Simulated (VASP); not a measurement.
# Sn: relaxed cell and band gap, by functional

Sn, Fd-3m (no. 227), 2 atoms in the cell.

| Functional | Volume (Å³/atom) | Change from the starting volume (fraction) | Gap, path and mesh (eV) | Time (s) |
|---|---|---|---|---|
| LDA | 33.94 | 0.004 | 0.00 | 219 |
| LDA (PW92) | 33.93 | 0.004 | 0.00 | 254 |
| LDA (VWN5) | 33.80 | 0.000 | 0.00 | 241 |
| LDA (Hedin-Lundqvist) | 33.95 | 0.004 | 0.00 | 262 |
| LDA (Wigner) | 34.96 | 0.034 | 0.00 | 229 |
| Slater exchange only | 36.41 | 0.077 | 0.00 | 304 |
| PBE exchange only | 45.09 | 0.334 | 0.00 | 391 |
| PBE | 36.79 | 0.088 | 0.00 | 323 |
| PBEsol | 34.92 | 0.033 | 0.00 | 265 |

## Input of the first row

INCAR.step1:
```
  ALGO = Normal
  EDIFF = 1E-7
  EDIFFG = -0.005
  ENCUT = 600
  GGA = CA
  GGA_COMPAT = F
  IBRION = 2
  ISIF = 3
  ISMEAR = 1
  LASPH = T
  LCHARG = F
  LREAL = F
  LWAVE = F
  NELM = 150
  NSW = 60
  PREC = Accurate
  SIGMA = 0.1
```

INCAR.step2, as INCAR.step1 but for:
```
- NSW = 60
+ NSW = 40
```

INCAR.step3, as INCAR.step2 but for:
```
- EDIFFG = -0.005
- IBRION = 2
- ISIF = 3
- NSW = 40
+ ISIF = 2
+ NBANDS = 21
```

KPOINTS:
```
k-points
0
Gamma
  7 7 7
```

KPOINTS_OPT:
```
path GXWKGLUWLK,UX
8
line-mode
reciprocal
 0.0000000000  0.0000000000  0.0000000000  G
 0.5000000000  0.0000000000  0.5000000000  X

 0.5000000000  0.0000000000  0.5000000000  X
 0.5000000000  0.2500000000  0.7500000000  W

 0.5000000000  0.2500000000  0.7500000000  W
 0.3750000000  0.3750000000  0.7500000000  K

 0.3750000000  0.3750000000  0.7500000000  K
 0.0000000000  0.0000000000  0.0000000000  G

 0.0000000000  0.0000000000  0.0000000000  G
 0.5000000000  0.5000000000  0.5000000000  L

 0.5000000000  0.5000000000  0.5000000000  L
 0.6250000000  0.2500000000  0.6250000000  U

 0.6250000000  0.2500000000  0.6250000000  U
 0.5000000000  0.2500000000  0.7500000000  W

 0.5000000000  0.2500000000  0.7500000000  W
 0.5000000000  0.5000000000  0.5000000000  L

 0.5000000000  0.5000000000  0.5000000000  L
 0.3750000000  0.3750000000  0.7500000000  K

 0.6250000000  0.2500000000  0.6250000000  U
 0.5000000000  0.0000000000  0.5000000000  X
```

POSCAR.step1:
```
Sn
1.0
    0.0000000000      3.2333428000      3.2333428000
    3.2333428000      0.0000000000      3.2333428000
    3.2333428000      3.2333428000      0.0000000000
Sn
2
Direct
    0.7500000000      0.7500000000      0.7500000000
    0.5000000000      0.5000000000      0.5000000000
```

Commands (each step's output is kept before the next begins):
```
cat potpaw_LDA.64/Sn_d/POTCAR > POTCAR
cp INCAR.step1 INCAR
cp POSCAR.step1 POSCAR
mpirun -np 1 vasp_std > vasp.out
cp CONTCAR POSCAR
rm WAVECAR CHG
cp INCAR.step2 INCAR
mpirun -np 1 vasp_std > vasp.out
cp CONTCAR POSCAR
rm WAVECAR CHG
cp INCAR.step3 INCAR
mpirun -np 1 vasp_std > vasp.out
```

Changes of the last row against the first:
```
(all steps)
- GGA = CA
+ GGA = PS
- cat potpaw_LDA.64/Sn_d/POTCAR > POTCAR
+ cat potpaw_PBE.64/Sn_d/POTCAR > POTCAR
```

VASP 6.6.1 took 219 s on 1 core (AMD EPYC 7R43 (Zen 3)), a shared host.
